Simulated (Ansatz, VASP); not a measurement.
## InSb: VASP beside Ansatz

Contents of INCAR:

```
PREC     = Accurate       # precision mode
ENCUT    = 520            # plane-wave cutoff, eV
EDIFF    = 1E-8           # SCF threshold, eV
ISMEAR   = -1             # smearing method
SIGMA    = 0.03           # smearing width, eV
LREAL    = False          # projectors in reciprocal space
LASPH    = True           # aspherical terms in the spheres
NELM     = 80             # most SCF steps
ALGO     = Normal         # electronic algorithm
ISIF     = 2              # what is computed and relaxed
LWAVE    = False          # write WAVECAR
LCHARG   = False          # write CHGCAR
LEFG     = True         
NBANDS   = 16             # bands
```

File KPOINTS:

```
regular mesh
0
Gamma
  10 10 10
```

POSCAR

```
InSb
1.0
    0.0000000000      3.2067090000      3.2391000000
    3.2067090000      0.0000000000      3.2391000000
    3.2067090000      3.2067090000      0.0000000000
In Sb
1 1
Direct
    0.0000000000      0.0000000000      0.0000000000
    0.7500000000      0.7500000000      0.7500000000
```

Input for Ansatz:

```yaml
crystal:
  lattice:
    - [0.0, 3.206709, 3.2391]
    - [3.206709, 0.0, 3.2391]
    - [3.206709, 3.206709, 0.0]
  atoms:
    - { symbol: In, position: [0.0, 0.0, 0.0] }
    - { symbol: Sb, position: [0.75, 0.75, 0.75] }
kpoints:
  mp_grid: { grid: [10, 10, 10] }
scf:
  occupations: { method: fermi_dirac, width: 0.03 }
hamiltonian:
  xc: lda
  pseudopotentials: { kind: paw }
output:
  forces: true
  stress: true
  eigenvalues: true
  efg: { contact_densities: true }
```

Change from the starting cell: equal xx and yy strain of -1 %, PAW files.

Alike in both runs: task electric field gradients; functional LDA; k mesh 10 × 10 × 10; occupations fermi-dirac, width 0.03 eV; no spin polarisation.

|  | VASP | Ansatz |
| --- | --- | --- |
| version | VASP 6.6.1 | Ansatz 0.2.0 |
| potentials or method | VASP PAW LDA potentials, release 64 (In_d, Sb) | PAW with Ansatz's default frozen-core files, scalar-relativistic |
| plane-wave cutoff (eV) | 520 | 420 |
| valence electrons in the cell | 18 | 28 |

VASP gave:

```
pressure (GPa)                                                 : 0.4
largest component of the traceless stress (GPa)                : 0.20
Vzz of the field gradient on the site that differs most (V/Å²) : 2.3
```

Problem. Which values does Ansatz return?

Solution. Pressure (GPa): 0.3; largest component of the traceless stress (GPa): 0.20; Vzz of the field gradient on the site that differs most (V/Å²): 2.5.

The two sets of potentials don't hold the same shells in valence. Ansatz warned: «gradients_without_spin_orbit».

Spin-orbit coupling is left out, which matters for the levels of Sb.
